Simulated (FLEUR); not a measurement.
Runs of FLEUR MaX-R8.1 (later development tree) on NaCl. Symmetry: Fm-3m, No. 225, cubic system. The conventional cell has a = 5.588 Å, b = 5.588 Å, c = 5.588 Å, α = 90.00°, β = 90.00°, γ = 90.00°. Cl (site symmetry m-3m) has 6 Na at 2.79 Å as nearest neighbours. Na (site symmetry m-3m) has 6 Cl at 2.79 Å as nearest neighbours. The cell is a database's computed one.

| task | level | gmax | muffin-tin radii | max iterations | mixing factor | mixer | kmax | gap on the mesh (eV) | V0 of scaled cells (Å³/atom) | B0 (GPa) |
| --- | --- | --- | --- | --- | --- | --- | --- | --- | --- | --- |
| equation of state | PBEsol | 12.8 1/bohr | Cl 2.37, Na 2.37 bohr | - | - | - | 4.14 1/bohr | - | 21.98 | 26 |
| single point | PBE | 11.8 1/bohr | Cl 2.37, Na 2.37 bohr | 60 | 0.05 | Anderson | 3.8 1/bohr | (c) | - | - |
| equation of state | SCAN | 12.8 1/bohr | Cl 2.37, Na 2.37 bohr | - | - | - | 4.14 1/bohr | - | 21.82 | 27 |
| band structure | SCAN | 12.7 1/bohr | Cl 2.45, Na 2.45 bohr | 60 | 0.05 | Anderson | 4.1 1/bohr | 5.92 | - | - |
| band structure | BLYP | 12.7 1/bohr | Cl 2.45, Na 2.45 bohr | 60 | 0.05 | Anderson | 4.1 1/bohr | (a) | - | - |
| band structure | PBEsol | 12.7 1/bohr | Cl 2.45, Na 2.45 bohr | 60 | 0.05 | Anderson | 4.1 1/bohr | 5.04 | - | - |
| band structure | LDA | 12.7 1/bohr | Cl 2.45, Na 2.45 bohr | 60 | 0.05 | Anderson | 4.1 1/bohr | (b) | - | - |

Alike in all rows: potentials or basis all-electron, FLAPW; no spin polarisation; cell as given; k mesh 8 × 8 × 8; smearing fermi-dirac 0.05 eV.

Fill in the values left out.

(a) 5.24; (b) 4.80; (c) 5.22.

Caveats: the meta-GGA is that of a development version, with a GGA for the radial functions and cores and without core tails (some runs).

A k mesh can miss the band edges.

Not every run made on this cell is shown here.
